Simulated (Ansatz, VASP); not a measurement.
## CaS3: VASP beside Ansatz

```xyz
4
Lattice="3.7158 0.0000 0.0000 0.0000 4.5428 0.0000 0.0000 0.0000 5.3406" Properties=species:S:1:pos:R:3 pbc="T T T"
Ca    1.8579    2.2714    2.6703
S     0.0000    3.2649    0.0000
S     0.0000    1.2779    0.0000
S     0.0000    0.0000    2.6703
```

The cell was built by a generator and needn't be a form met in nature.

Alike in both runs: task single point; functional PBE; k mesh 12 × 10 × 10; occupations gaussian, width 0.1 eV; no spin polarisation.

|  | VASP | Ansatz |
| --- | --- | --- |
| version | VASP 6.6.1 | Ansatz 0.2.0 |
| potentials or method | VASP PAW PBE potentials, release 64 (Ca_sv, S) | scalar-relativistic, plane waves, PAW |
| plane-wave cutoff (eV) | 520 | 420 |
| valence electrons in the cell | 28 | 28 |

Ansatz gave:

- gap on the k mesh at the Fermi level (eV): none
- pressure (GPa): 0.0
- largest component of the traceless stress (GPa): 0.00
- rms of the force components (eV/Å): 0.000

Task: Which values does VASP return?

Result: gap on the k mesh at the Fermi level (eV): none; pressure (GPa): -0.2; largest component of the traceless stress (GPa): 0.29; rms of the force components (eV/Å): 0.076.

Atom by atom the forces differ by 0.076 eV/Å (rms over components). A gap of «none» marks a metal or a gap that the smearing closes. With one functional, cell and mesh, what is left measures potentials, basis and numerics.
